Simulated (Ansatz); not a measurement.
# Straining CoSi$_{2}$

Computed with DFT PBEsol, scalar-relativistic, plane waves, PAW (Ansatz 0.2.0). (420 eV cutoff, 10×10×8 k-mesh, Gaussian smearing of 0.10 eV, no spin polarisation)

The relaxed crystal:

```xyz
6
Lattice="2.6563 2.6563 0.0000 -2.6563 2.6563 0.0000 0.0000 0.0000 5.3125" Properties=species:S:1:pos:R:3 pbc="T T T"
Co    0.0000    0.0000    0.0000
Co    0.0000    2.6563    2.6563
Si   -1.3281    1.3281    3.9844
Si    1.3281    1.3281    3.9844
Si    1.3281    1.3281    1.3281
Si   -1.3281    1.3281    1.3281
```

Deformation: uniaxial strain along c, with the lengths of a and b and the atoms relaxed and the angles held, all within the symmetry that the strain leaves. Energies are extrapolated to zero smearing. Stress is positive in compression, on the Cartesian axes of the cell above. On this cell's mesh the reference holds a stress of up to 0.16 GPa.

Strains computed: -4.5, -3.0, -1.5, +1.5, +3.0, +4.5 %.

Question: At which strain does the energy stand 14.2 meV/atom over the relaxed crystal with σxx = 0.00, σyy = 0.00, σzz = 8.08 GPa?

Answer: -4.5 %.